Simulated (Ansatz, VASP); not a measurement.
**MgS: VASP beside Ansatz**

```
CELL_PARAMETERS angstrom
0.00000 2.83088 2.83088
2.90335 0.00000 2.83088
2.90335 2.83088 0.00000
ATOMIC_POSITIONS crystal
Mg 0.00000 0.00000 0.00000
S 0.25000 0.25000 0.25000
```

Change from the starting cell: uniaxial_x strain +2.6%.

Alike in both runs: task single point; functional PBE; k mesh 8 × 8 × 8; occupations fermi-dirac, width 0.02 eV; no spin polarisation.

|  | VASP | Ansatz |
| --- | --- | --- |
| version | VASP 6.6.1 | Ansatz 0.2.0 |
| potentials or method | VASP PAW PBE potentials, release 64 (Mg, S) | plane waves, PAW |
| plane-wave cutoff (eV) | 520 | 420 |
| valence electrons in the cell | 8 | 16 |

Ansatz gave:

| Property | Result |
| --- | --- |
| gap on the k mesh at the Fermi level (eV) | 3.32 |
| pressure (GPa) | -0.4 |
| largest component of the traceless stress (GPa) | 0.40 |

Problem. Which values does VASP return?

Solution. gap on the k mesh at the Fermi level (eV): 3.31; pressure (GPa): -0.5; largest component of the traceless stress (GPa): 0.41.

The two sets of potentials don't hold the same shells in valence.
